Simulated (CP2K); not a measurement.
Runs of CP2K 2026.2 on In. It takes space group I4/mmm (No. 139, tetragonal). Conventional cell: a = 3.251 Å, b = 3.251 Å, c = 4.947 Å, α = 90.00°, β = 90.00°, γ = 90.00°. Around In (site symmetry 4/mmm) lie 12 In at 3.25 to 3.38 Å. 

```tsv
level	gap on the mesh (eV)	pressure (GPa)
M06-L	none	1.1
PBE	none	2.3
PW91	none	2.5
PBEsol	none	(b)
LDA	none	-1.8
HLE16	none	-6.1
OLYP	none	(a)
```

Alike in all rows: task single point; potentials or basis POTENTIAL_UZH In GTH-PBE-q13; TZVP-MOLOPT-PBE-GTH basis; no spin polarisation; cell as given; k mesh 11 × 11 × 11; smearing fermi-dirac 0.05 eV.

Estimate the missing entries.

(a) 2.6; (b) -0.5.

Caveats: the basis of atomic orbitals isn't converged, which shifts pressures, moduli and gaps; the potentials were made for another functional, which shifts forces and pressure (some runs); the potentials were made for a functional far from this one (some runs).

A k mesh can miss the band edges, and the runs leave out spin-orbit coupling on In.

A gap of «none» marks a metal or a gap under the smearing width.
